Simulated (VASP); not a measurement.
# MoS2 in VASP: further runs

Runs on MoS2. Level: PBE+D3(BJ). Tasks: relaxation of cell and atoms.

All numbers are computed with VASP 6.6.1; they aren't measurements. Logs are shortened: lines on timing, memory, paths and dates and some standing lists are left out, and cuts for length are marked.

### 1 The structure

The cell holds a slab with vacuum, 12 atoms: a = 3.169 Å, b = 3.169 Å, c = 39.616 Å, α = 90.00°, β = 90.00°, γ = 120.00°.

### 2 Relaxation of cell and atoms, PBE+D3(BJ)

The input, INCAR:

```
PREC = Accurate
ENCUT = 600
EDIFF = 1E-6
ISMEAR = 0
SIGMA = 0.03
LREAL = F
LASPH = T
NELM = 80
ALGO = Normal
ISIF = 3
LWAVE = F
LCHARG = F
GGA = PE
IVDW = 12
IBRION = 2
NSW = 90
EDIFFG = -0.01
LATTICE_CONSTRAINTS = .TRUE. .TRUE. .FALSE.
LUSENCCL = F
```

The input, KPOINTS:

```
regular mesh
0
Gamma
  12 12 1
```

The input, POSCAR:

```
MoS2
1.0
    3.1690000000      0.0000000000      0.0000000000
   -1.5845000000      2.7444345000      0.0000000000
    0.0000000000      0.0000000000     39.6162960000
S Mo
8 4
Direct
    0.3333333300      0.6666666700      0.2271792400
    0.3333333300      0.6666666700      0.3061946000
    0.6666666700      0.3333333300      0.3827212900
    0.6666666700      0.3333333300      0.4617366600
    0.3333333300      0.6666666700      0.5382633400
    0.3333333300      0.6666666700      0.6172787100
    0.6666666700      0.3333333300      0.6938054000
    0.6666666700      0.3333333300      0.7728207600
    0.6666666700      0.3333333300      0.2666869200
    0.3333333300      0.6666666700      0.4222289700
    0.6666666700      0.3333333300      0.5777710300
    0.3333333300      0.6666666700      0.7333130800
```

Potentials or basis: VASP PAW PBE potentials, release 64 (S, Mo_sv).

Started as:

```console
cat potpaw_PBE.64/S/POTCAR potpaw_PBE.64/Mo_sv/POTCAR > POTCAR
mpirun -np 1 vasp_std > vasp.out
```

OUTCAR:

```text
PREC = Accurate
   ENCUT = 600
   EDIFF = 1E-6
   ISMEAR = 0
   LREAL = F
   LASPH = T
   NELM = 80
   ISIF = 3
   GGA = PE
   IVDW = 12
   IBRION = 2
   NSW = 90
   EDIFFG = -0.01
 IVDW          = 12

 ion  position               nearest neighbor table
   1  0.333  0.667  0.227-   9 2.41   9 2.41   9 2.41
   2  0.333  0.667  0.306-   9 2.41   9 2.41   9 2.41
   3  0.667  0.333  0.383-  10 2.41  10 2.41  10 2.41
   4  0.667  0.333  0.462-  10 2.41  10 2.41  10 2.41
   5  0.333  0.667  0.538-  11 2.41  11 2.41  11 2.41
   6  0.333  0.667  0.617-  11 2.41  11 2.41  11 2.41
   7  0.667  0.333  0.694-  12 2.41  12 2.41  12 2.41
   8  0.667  0.333  0.773-  12 2.41  12 2.41  12 2.41
   9  0.667  0.333  0.267-   1 2.41   2 2.41   1 2.41   2 2.41   1 2.41   2 2.41
  10  0.333  0.667  0.422-   3 2.41   3 2.41   3 2.41   4 2.41   4 2.41   4 2.41
  11  0.667  0.333  0.578-   6 2.41   6 2.41   6 2.41   5 2.41   5 2.41   5 2.41
  12  0.333  0.667  0.733-   7 2.41   8 2.41   7 2.41   8 2.41   7 2.41   8 2.41

  LATTYP: Found a hexagonal cell.
 ALAT       =     3.1690000000
 C/A-ratio  =    12.5011978542

  Lattice vectors:

 A1 = (   3.1690000000,   0.0000000000,   0.0000000000)
 A2 = (  -1.5845000000,   2.7444345000,   0.0000000000)
 A3 = (   0.0000000000,   0.0000000000,  39.6162960000)

Analysis of symmetry for initial positions (statically):
=====================================================================
 Subroutine PRICEL returns:
 Original cell was already a primitive cell.

 Routine SETGRP: Setting up the symmetry group for a
 hexagonal supercell.

 Subroutine GETGRP returns: Found 12 space group operations
 (whereof 12 operations were pure point group operations)
 out of a pool of 24 trial point group operations.

The static configuration has the point symmetry D_3d.

Analysis of symmetry for dynamics (positions and initial velocities):
=====================================================================
 Subroutine PRICEL returns:
 Original cell was already a primitive cell.

 Routine SETGRP: Setting up the symmetry group for a
 hexagonal supercell.

 Subroutine GETGRP returns: Found 12 space group operations
 (whereof 12 operations were pure point group operations)
 out of a pool of 24 trial point group operations.

The dynamic configuration has the point symmetry D_3d.

 Subroutine INISYM returns: Found 12 space group operations
 (whereof 12 operations are pure point group operations),
 and found     1 'primitive' translations

----------------------------------------------------------------------------------------

                                     Primitive cell

  volume of cell :     344.5474

  direct lattice vectors                    reciprocal lattice vectors
     3.169000000  0.000000000  0.000000000     0.315556958  0.182186895 -0.000000000
    -1.584500000  2.744434500  0.000000000     0.000000000  0.364373790  0.000000000
     0.000000000  0.000000000 39.616296000     0.000000000 -0.000000000  0.025242138

  length of vectors
     3.169000000  3.168999996 39.616296000     0.364373789  0.364373790  0.025242138

  position of ions in fractional coordinates (direct lattice)
     0.333333330  0.666666670  0.227179240
     0.333333330  0.666666670  0.306194600
     0.666666670  0.333333330  0.382721290
     0.666666670  0.333333330  0.461736660
     0.333333330  0.666666670  0.538263340
     0.333333330  0.666666670  0.617278710
     0.666666670  0.333333330  0.693805400
     0.666666670  0.333333330  0.772820760
     0.666666670  0.333333330  0.266686920
     0.333333330  0.666666670  0.422228970
     0.666666670  0.333333330  0.577771030
     0.333333330  0.666666670  0.733313080

  ion indices of the primitive-cell ions
   primitive index   ion index
                 1           1
                 2           2
                 3           3
                 4           4
                 5           5
                 6           6
                 7           7
                 8           8
                 9           9
                10          10
                11          11
                12          12

----------------------------------------------------------------------------------------

 KPOINTS: regular mesh

Automatic generation of k-mesh.
 Grid dimensions read from file:
 generate k-points for:   12   12    1

 Generating k-lattice:

  Cartesian coordinates                     Fractional coordinates (reciprocal lattice)
     0.026296413  0.015182241 -0.000000000     0.083333333  0.000000000  0.000000000
     0.000000000  0.030364482  0.000000000     0.000000000  0.083333333  0.000000000
     0.000000000 -0.000000000  0.025242138     0.000000000  0.000000000  1.000000000

  Length of vectors
     0.030364482  0.030364482  0.025242138

  Shift w.r.t. Gamma in fractional coordinates (k-lattice)
     0.000000000  0.000000000  0.000000000

 Subroutine IBZKPT returns following result:
 ===========================================

 Found     19 irreducible k-points:

 Following reciprocal coordinates:
            Coordinates               Weight
  0.000000  0.000000  0.000000      1.000000
  0.083333  0.000000  0.000000      6.000000
  0.166667  0.000000  0.000000      6.000000
  0.250000  0.000000  0.000000      6.000000
  0.333333  0.000000  0.000000      6.000000
  0.416667  0.000000  0.000000      6.000000
[... 11 lines left out ...]
  0.333333  0.250000  0.000000     12.000000
  0.333333  0.333333  0.000000      2.000000
   k-points           NKPTS =     19   k-points in BZ     NKDIM =     19   number of bands    NBANDS=     62
   number of dos      NEDOS =    301   number of ions     NIONS =     12
   total plane-waves  NPLWV = 250880
   dimension x,y,z NGX =    28 NGY =   28 NGZ =  320
   dimension x,y,z NGXF=    56 NGYF=   56 NGZF=  640
   ions per type =               8   4
   NGX,Y,Z   is equivalent  to a cutoff of  14.69, 14.69, 13.43 a.u.
   NGXF,Y,Z  is equivalent  to a cutoff of  29.38, 29.38, 26.86 a.u.
 SYSTEM =  unknown system
   PREC   = accura    normal or accurate (medium, high low for compatibility)
   ISTART =      0    job   : 0-new  1-cont  2-samecut
   ICHARG =      2    charge: 1-file 2-atom 10-const
   ISPIN  =      1    spin polarized calculation?
   LNONCOLLINEAR =      F non collinear calculations
   LSORBIT =      F    spin-orbit coupling
   LASPH  =      T    aspherical Exc in radial PAW
   ENCUT  =  600.0 eV  44.10 Ry    6.64 a.u.   6.33  6.33 79.12*2*pi/ulx,y,z
   NELM   =     80;   NELMIN=  2; NELMDL= -5     # of ELM steps
   EDIFF  = 0.1E-05   stopping-criterion for ELM
   LREAL  =      F    real-space projection
   EDIFFG = -.1E-01   stopping-criterion for IOM
   NSW    =     90    number of steps for IOM
   IBRION =      2    ionic relax: 0-MD 1-quasi-New 2-CG
   NFREE  =      1    steps in history (QN), initial steepest desc. (CG)
   ISIF   =      3    stress and relaxation
   ISYM   =      2    0-nonsym 1-usesym 2-fastsym
   POTIM  = 0.5000    time-step for ionic-motion
   TEBEG  =    0.0;   TEEND  =   0.0 temperature during run
   PSTRESS=    0.0 pullay stress
   NELECT =     104.0000    total number of electrons
   NUPDOWN=      -1.0000    fix difference up-down
   EMIN   =  10.00;   EMAX   =-10.00  energy-range for DOS
   EFERMI =   0.00;   METHOD = LEGACY
   ISMEAR =     0;   SIGMA  =   0.03  broadening in eV -4-tet -1-fermi 0-gaus
   EFERMI_NEDOS =   21; number of points for ismear=-14 and -15
   IALGO  =     38    algorithm
   IMIX   =      4    mixing-type and parameters
     AMIX     =   0.40;   BMIX     =  1.00
     AMIX_MAG =   1.60;   BMIX_MAG =  1.00
  volume/ion in A,a.u.               =      28.71       193.76
  Fermi-wavevector in a.u.,A,eV,Ry     =   1.098170  2.075241 16.408321  1.205978
  Thomas-Fermi vector in A             =   2.234543
   LORBIT       =      0    0 simple, 1 ext, 2 COOP (PROOUT), +10 PAW based schemes
   GGA     = PE    functional components
   LHFCALC =     F    Hartree Fock is set to
   AEXX    =    0.0000 exact exchange contribution
   IVDW    =    12    specifies the selected vdW correction
   LEPSILON=     F    determine dielectric tensor
   LRPA    =     F    only Hartree local field effects (RPA)
 conjugate gradient relaxation of ions
 non-spin polarized calculation
 Gauss-broadening in eV      SIGMA  =   0.03
  energy-cutoff  :      600.00
  volume of cell :      344.55
 maximum number of plane-waves:     11565
 NGX is ok and might be reduce to    28
   NGX = 13   NGY = 13   NGZ =159

--------------------------------------- Ionic step        1  -------------------------------------------

 number of electron     103.9999997 magnetization

 Free energy of the ion-electron system (eV)
  ---------------------------------------------------
  ext. energy  EPLUGINS =         0.00000000
  ---------------------------------------------------
  free energy    TOTEN  =       -87.27408004 eV

  energy without entropy =      -87.27408004  energy(sigma->0) =      -87.27408004

------------------------ aborting loop because EDIFF is reached ----------------------------------------

 Edisp (eV)   -4.74553

 E8    (eV) :    -1.9466

  FORCE on cell =-STRESS in cart. coord.  units (eV):
  Direction    XX          YY          ZZ          XY          YZ          ZX
  --------------------------------------------------------------------------------------
  -------------------------------------------------------------------------------------
  Total      -2.68431    -2.68431    -1.96216     0.00000    -0.00000     0.00000
  in kB     -12.48228   -12.48228    -9.12424     0.00000    -0.00000     0.00000
  external pressure =      -11.36 kB  Pullay stress =        0.00 kB
[... 127 lines left out ...]
  FREE ENERGIE OF THE ION-ELECTRON SYSTEM (eV)
  ---------------------------------------------------
  free  energy   TOTEN  =       -92.0348420376 eV

  energy  without entropy=      -92.0348420376  energy(sigma->0) =      -92.03484204

[... ionic steps 4 to 39 ...]

--------------------------------------- Ionic step       40  -------------------------------------------

 number of electron     103.9999994 magnetization

------------------------ aborting loop because EDIFF is reached ----------------------------------------

 Edisp (eV)   -4.87083

 E8    (eV) :    -1.9976
[... 89 lines left out ...]
  energy  without entropy=      -92.0444894199  energy(sigma->0) =      -92.04448942

--------------------------------------- Ionic step       42  -------------------------------------------

 number of electron     103.9999994 magnetization

 Free energy of the ion-electron system (eV)
  ---------------------------------------------------
  ext. energy  EPLUGINS =         0.00000000
  ---------------------------------------------------
  free energy    TOTEN  =       -87.17381193 eV

  energy without entropy =      -87.17381193  energy(sigma->0) =      -87.17381193

 E-fermi :   3.0318     XC(G=0):  -7.0002

 val. band max:        2.7589060245   @ k =   0.0000   0.0000   0.0000
 cond. band min:       3.7102417544   @ k =   0.1667   0.1667   0.0000
 fundamental gap:      0.9513357299
 Fermi energy:         3.0318388943

 k-point     1 :       0.0000    0.0000    0.0000
  band No.  band energies     occupation
      1     -58.7069      2.00000
      2     -58.7069      2.00000
      3     -58.7046      2.00000
      4     -58.7046      2.00000
      5     -32.8718      2.00000
      6     -32.8718      2.00000
[... 1267 lines left out ...]
  FREE ENERGIE OF THE ION-ELECTRON SYSTEM (eV)
  ---------------------------------------------------
  free  energy   TOTEN  =       -92.0444865549 eV

  energy  without entropy=      -92.0444865549  energy(sigma->0) =      -92.04448655

 reached required accuracy - stopping structural energy minimisation
```

Run time: 42 min. Hardware: 1 × NVIDIA H100 80GB with 1 thread of AMD EPYC 7R13 (Zen 3), shared host; peak memory 1.7 GiB.

Results:

```
Free energy                            : -92.0445 eV
Relaxed volume                         : 28.35 Å³/atom
Relaxed cell                           : a = 3.149 Å, b = 3.149 Å, c = 39.616 Å, α = 90.00°, β = 90.00°, γ = 120.00°
Space group after relaxing (to 0.05 Å) : P-3m1 (No. 164)
Energy gained by relaxing              : 2.1 meV/atom
Ionic steps                            : 42
Largest force after relaxing           : 0.010 eV/Å
Band gap on the k mesh                 : 0.95 eV, indirect (least direct gap 1.73 eV)
Dispersion energy per atom             : -0.406 eV
```

Forces on the atoms (eV/Å):
```
S    0.000  0.000  0.008
S    0.000  0.000  0.002
S    0.000  0.000 -0.004
S    0.000  0.000  0.010
S    0.000  0.000 -0.010
S    0.000  0.000  0.004
S    0.000  0.000 -0.002
S    0.000  0.000 -0.008
Mo   0.000  0.000 -0.005
Mo   0.000  0.000 -0.002
Mo   0.000  0.000  0.002
Mo   0.000  0.000  0.005
```

Step by step:
```csv
step,energy change (eV),largest force (eV/Å),pressure (GPa),volume (Å³)
1,0.0000,0.0779,-1.14,344.55
3,-0.0152,0.0902,-0.06,340.80
5,-0.0168,0.0195,-0.17,340.05
7,-0.0168,0.0183,-0.16,340.10
9,-0.0168,0.0182,-0.14,339.99
11,-0.0170,0.0350,-0.07,339.75
13,-0.0171,0.0320,-0.07,339.77
15,-0.0177,0.0205,-0.10,339.81
17,-0.0196,0.0357,-0.19,339.97
19,-0.0208,0.0802,-0.30,340.17
21,-0.0219,0.0658,-0.18,339.95
23,-0.0225,0.0423,-0.03,339.77
25,-0.0229,0.0205,-0.04,340.25
27,-0.0230,0.0368,-0.04,340.35
29,-0.0231,0.0306,-0.04,340.44
31,-0.0234,0.0289,-0.06,340.83
33,-0.0238,0.0399,-0.01,340.65
35,-0.0239,0.0920,0.21,339.80
37,-0.0243,0.0600,0.10,340.18
39,-0.0249,0.0114,0.01,340.16
41,-0.0249,0.0119,0.00,340.15
42,-0.0249,0.0096,0.00,340.15
```

Final structure:
```
S Mo
1.0
     3.14873    0.00000    0.00000
    -1.57437    2.72688    0.00000
     0.00000    0.00000   39.61630
S Mo
8 4
Direct
  0.33333 0.66667 0.23077
  0.33333 0.66667 0.30989
  0.66667 0.33333 0.38394
  0.66667 0.33333 0.46297
  0.33333 0.66667 0.53703
  0.33333 0.66667 0.61606
  0.66667 0.33333 0.69011
  0.66667 0.33333 0.76923
  0.66667 0.33333 0.27035
  0.33333 0.66667 0.42346
  0.66667 0.33333 0.57654
  0.33333 0.66667 0.72965
```

A hybrid or GW would open this gap; PBE tends to underestimate it.

### 3 Relaxation of cell and atoms, PBE+D3(BJ)

This run uses another cell than the first one, of 28.35 Å³/atom, 0.987 times its volume.

Edit INCAR of step 2 so:

```diff
@@ -2,3 +2,3 @@
 ENCUT = 600
-EDIFF = 1E-6
+EDIFF = 1E-7
 ISMEAR = 0
@@ -16,3 +16,3 @@
 NSW = 90
-EDIFFG = -0.01
+EDIFFG = -0.005
 LATTICE_CONSTRAINTS = .TRUE. .TRUE. .FALSE.
```

KPOINTS is that of step 2.

The input, POSCAR:

```
MoS2                                    
1.0
    3.1487341223      0.0000000000      0.0000000000
   -1.5743670611      2.7268837351      0.0000000000
    0.0000000000      0.0000000000     39.6162960000
  S               Mo            
     8     4
Direct
     0.3333333300000021    0.6666666699999979    0.2307657329561817
     0.3333333300000021    0.6666666699999979    0.3098914240781067
     0.6666666699999979    0.3333333300000021    0.3839445369567223
     0.6666666699999979    0.3333333300000021    0.4629721014993967
     0.3333333300000021    0.6666666699999979    0.5370278985006033
     0.3333333300000021    0.6666666699999979    0.6160554630432775
     0.6666666699999979    0.3333333300000021    0.6901085759218936
     0.6666666699999979    0.3333333300000021    0.7692342670438184
     0.6666666699999979    0.3333333300000021    0.2703531943888819
     0.3333333300000021    0.6666666699999979    0.4234609801686846
     0.6666666699999979    0.3333333300000021    0.5765390198313154
     0.3333333300000021    0.6666666699999979    0.7296468056111182
```

Potentials or basis: VASP PAW PBE potentials, release 64 (S, Mo_sv).

Started as:

```console
cat potpaw_PBE.64/S/POTCAR potpaw_PBE.64/Mo_sv/POTCAR > POTCAR
mpirun -np 1 vasp_std > vasp.out
```

Wall time 14 min (1 × NVIDIA H100 80GB with 1 thread of AMD EPYC 7R13 (Zen 3), shared host); peak memory 1.7 GiB.

The run converged. Its results:

```yaml
Free_energy: -92.0434 eV
Relaxed_volume: 28.36 Å³/atom
Relaxed_cell: a = 3.149 Å, b = 3.149 Å, c = 39.616 Å, α = 90.00°, β = 90.00°, γ = 120.00°
Space_group_after_relaxing_to_0.05_Å: P-3m1 (No. 164)
Energy_gained_by_relaxing: 0.0 meV/atom
Ionic_steps: 7
Band_gap_on_the_k_mesh: 0.95 eV, indirect (least direct gap 1.72 eV)
Dispersion_energy_per_atom: -0.406 eV
```

Forces in eV/Å, atoms in the order of the input:
```
S    0.000  0.000  0.002
S    0.000  0.000  0.000
S    0.000  0.000  0.002
S    0.000  0.000 -0.001
S    0.000  0.000  0.001
S    0.000  0.000 -0.002
S    0.000  0.000  0.000
S    0.000  0.000 -0.002
Mo   0.000  0.000  0.003
Mo   0.000  0.000  0.001
Mo   0.000  0.000 -0.001
Mo   0.000  0.000 -0.003
```

Final structure:
```
CELL_PARAMETERS angstrom
3.14948 0.00000 0.00000
-1.57474 2.72753 0.00000
0.00000 0.00000 39.61630
ATOMIC_POSITIONS crystal
S 0.33333 0.66667 0.23078
S 0.33333 0.66667 0.30989
S 0.66667 0.33333 0.38394
S 0.66667 0.33333 0.46298
S 0.33333 0.66667 0.53702
S 0.33333 0.66667 0.61606
S 0.66667 0.33333 0.69011
S 0.66667 0.33333 0.76922
Mo 0.66667 0.33333 0.27035
Mo 0.33333 0.66667 0.42346
Mo 0.66667 0.33333 0.57654
Mo 0.33333 0.66667 0.72965
```

Levels at points of the mesh, in eV from the valence-band top:
```tsv
k point	band 50	band 51	band 52	band 53	band 54	band 55
(0.00, 0.00, 0.00)	-0.51	-0.18	0.00	2.17	2.17	2.18
(0.50, 0.00, 0.00)	-1.33	-1.29	-1.27	1.70	1.72	1.73
```
